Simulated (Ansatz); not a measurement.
The system is TiC.

```
Ti C
1.0
     0.00000    2.16572    2.16572
     2.16572    0.00000    2.16572
     2.16572    2.16572    0.00000
Ti C
1 1
Direct
  0.00000 0.00000 0.00000
  0.50000 0.50000 0.50000
```

The cell is a database's computed one.

* Program: Ansatz 0.2.0
* Task: relaxation of cell and atoms
* Functional: PBE
* Potentials or basis: Ansatz PAW
* Cutoff: 420 eV (not typed: the program's choice for these potentials)
* k mesh: 11 × 11 × 11
* Occupations: fermi-dirac, width 0.05 eV
* Spin: no spin polarisation
* Hubbard terms: Ti d U = 4 eV

At the start: volume 10.16 Å³/atom.

How do energy, volume and symmetry change on relaxing?

It ends after 6 steps and the volume is 10.45 Å³/atom (+2.8 %); space group Fm-3m (No. 225, to 0.05 Å).

Step by step:
```csv
step,energy change (eV),largest force (eV/Å),volume (Å³)
1,0.0000,0.0000,20.32
2,-0.0111,0.0000,20.82
3,-0.0112,0.0000,20.89
4,-0.0124,0.0000,20.89
5,-0.0123,0.0000,20.89
6,-0.0123,0.0000,20.89
```

Final structure:
```
CELL_PARAMETERS angstrom
0.00000 2.18604 2.18604
2.18604 0.00000 2.18604
2.18604 2.18604 0.00000
ATOMIC_POSITIONS crystal
Ti 0.00000 0.00000 0.00000
C 0.50000 0.50000 0.50000
```

Caveat: the plane-wave basis is chosen anew once the cell has moved, so the energies of steps on either side of that aren't comparable; U without spin polarisation on a metal has little footing; the U is typed as a test and isn't derived for this compound.
